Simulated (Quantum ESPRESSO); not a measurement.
## CdSe in Quantum ESPRESSO: the effect of target pressure

CdSe:

```
Cd Se
1.0
     0.00000    3.07027    3.07027
     3.07027    0.00000    3.07027
     3.07027    3.07027    0.00000
Cd Se
1 1
Direct
  0.00000 0.00000 0.00000
  0.25000 0.25000 0.25000
```

Measurements of this composition are mostly on another form, of space group No. 186.

Alike in all runs:

| Property | Result |
| --- | --- |
| Program | Quantum ESPRESSO 7.5 |
| Task | phonons |
| Functional | LDA |
| Potentials or basis | GBRV 1.5 LDA |
| Cutoff | 612 eV |
| Density cutoff | 4898 eV |
| k mesh | 6 × 6 × 6, shifted |
| Occupations | fermi-dirac, width 0.05 eV |
| Spin | no spin polarisation |

Each run relaxes the cell or the atoms first.

| target pressure | relaxed volume (Å³/atom) | dielectric constant (mean) | highest phonon frequency (cm⁻¹) |
| --- | --- | --- | --- |
| -3 GPa | 28.90 | 8.76 | 157 |
| 0 GPa | 27.19 | 8.42 | 176 |
| 3 GPa | ? | ? | ? |
| 8 GPa | 24.36 | 8.04 | 212 |
| 15 GPa | 22.80 | 7.92 | 236 |

What does the run with target pressure 3 GPa give?

Relaxed volume 25.92 Å³/atom; dielectric constant 8.22 mean; highest phonon frequency 191 cm⁻¹.

Worked out: In Murnaghan's law V^(-B') rises as a straight line in P. The other rows fit best with B' = 4.4, V0 = 27.20 Å³/atom and B0 = 56 GPa, which gives 25.93 Å³/atom at 3 GPa, against the run's 25.92. A parabola through the other rows of the dielectric constant, of slope -0.0624  per GPa there, gives 8.25 , against the run's 8.22. A parabola through the other rows of the highest phonon frequency, of slope 4.9 cm⁻¹ per GPa there, gives 190 cm⁻¹, against the run's 191.

Caveats: the cell is more than 3 GPa from zero pressure, which shifts response properties (some runs); the volume moved by over 15 % at a fixed basis, so the end points are rough (some runs).

Runs at the PBE level aren't shown here.
